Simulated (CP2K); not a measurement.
Crystal: ZrO2.

```xyz
3
Lattice="3.5993 0.0000 0.0000 1.7996 3.1171 0.0000 1.7996 1.0390 2.9388" Properties=species:S:1:pos:R:3 pbc="T T T"
Zr    0.0000    0.0000    0.0000
O     5.3989    3.1171    2.2041
O     1.7996    1.0390    0.7347
```

Measurements of this composition are mostly on another form, of space group No. 14.

Program: CP2K 2026.2. Alike in all runs: no spin polarisation; cell as given; k mesh 9 × 9 × 9.

Order these runs on this cell by their pressure, lowest first.
A. level PBEsol; potentials or basis POTENTIAL_UZH Zr GTH-PBE-q12, O GTH-PBE-q6; TZVP-MOLOPT-PBE-GTH basis; smearing fermi-dirac 0.1 eV; EPS_DEFAULT 1.0E-9; points a segment of the path (NPOINTS) 8; bands added on the path 4; CUTOFF of the grids 600 Ry
B. level LDA; potentials or basis GTH_POTENTIALS Zr GTH-PADE-q12, O GTH-PADE-q6; TZVP-MOLOPT-PBE-GTH basis; smearing fermi-dirac 0.01 eV; EPS_DEFAULT 1.0E-9; points a segment of the path (NPOINTS) 6; bands added on the path 6; CUTOFF of the grids 600 Ry
C. level PBE; potentials or basis POTENTIAL_UZH Zr GTH-PBE-q12, O GTH-PBE-q6; TZVP-MOLOPT-PBE-GTH basis; smearing fermi-dirac 0.05 eV; EPS_DEFAULT 1.0E-10; CUTOFF of the grids 600 Ry
D. level r2SCAN; potentials or basis POTENTIAL_UZH Zr GTH-SCAN-q12, O GTH-SCAN-q6; TZVP-MOLOPT-SCAN-GTH basis; smearing fermi-dirac 0.1 eV; EPS_DEFAULT 1.0E-9; points a segment of the path (NPOINTS) 8; bands added on the path 6; CUTOFF of the grids 850 Ry

B (-9.5 GPa), A (-0.7 GPa), D (2.1 GPa), C (5.8 GPa).

Caveats: the basis of atomic orbitals isn't converged, which shifts pressures, moduli and gaps; the potentials were made for another functional, which shifts forces and pressure (some runs).
